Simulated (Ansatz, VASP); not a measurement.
**Two plane-wave programs on SrCl2**

INCAR

```
PREC = Accurate ; ENCUT = 520
EDIFF = 1E-6 ; ISMEAR = 0
SIGMA = 0.1 ; LREAL = F
LASPH = T ; NELM = 60
ALGO = Normal ; ISIF = 2
LWAVE = F ; LCHARG = F
GGA = PE ; NBANDS = 19
```

The input KPOINTS:

```
Automatic mesh
0
Gamma
  4 4 4
```

Contents of POSCAR:

```
SrCl2
1.0
    4.9898028300      0.0000000000      0.0000000000
    0.0000000000      4.9898028300      0.0000000000
    0.0000000000      0.0000000000      4.1703674800
Sr Cl
1 2
Direct
    0.5000000000      0.5000000000      0.0000000000
    0.5000000000      0.0000000000      0.0000000000
    0.0000000000      0.5000000000      0.0000000000
```

Input for Ansatz:

```yaml
crystal:
  lattice:
    - [4.98980283, 0.0, 0.0]
    - [0.0, 4.98980283, 0.0]
    - [0.0, 0.0, 4.17036748]
  atoms:
    - { symbol: Sr, position: [0.5, 0.5, 0.0] }
    - { symbol: Cl, position: [0.5, 0.0, 0.0] }
    - { symbol: Cl, position: [0.0, 0.5, 0.0] }
basis:
  ecutwfc: 420
kpoints:
  mp_grid: { grid: [4, 4, 4] }
hamiltonian:
  xc: pbe
scf:
  occupations: { method: gaussian, width: 0.1 }
  lower_state_search: "off"
output:
  forces: true
  stress: true
  eigenvalues: true
```

Alike in both runs: task single point; functional PBE; k mesh 4 × 4 × 4; occupations gaussian, width 0.1 eV; no spin polarisation.

|  | VASP | Ansatz |
| --- | --- | --- |
| version | VASP 6.6.1 | Ansatz 0.2.0 |
| potentials or method | VASP PAW PBE potentials, release 64 (Sr_sv, Cl) | scalar-relativistic, plane waves, PAW |
| plane-wave cutoff (eV) | 520 | 420 |
| valence electrons in the cell | 24 | 24 |

Ansatz gave:

```
gap on the k mesh at the Fermi level (eV)       : 3.07
least direct gap on the mesh (eV)               : 3.41
pressure (GPa)                                  : 13.5
largest component of the traceless stress (GPa) : 11.41
```

Problem. Which values does VASP return?

Solution. gap on the k mesh at the Fermi level (eV): 3.06; least direct gap on the mesh (eV): 3.36; pressure (GPa): 13.8; largest component of the traceless stress (GPa): 11.75.

The functional is the same, so the differences come from potentials, cutoffs and numerics.

A k mesh can miss the band edges.
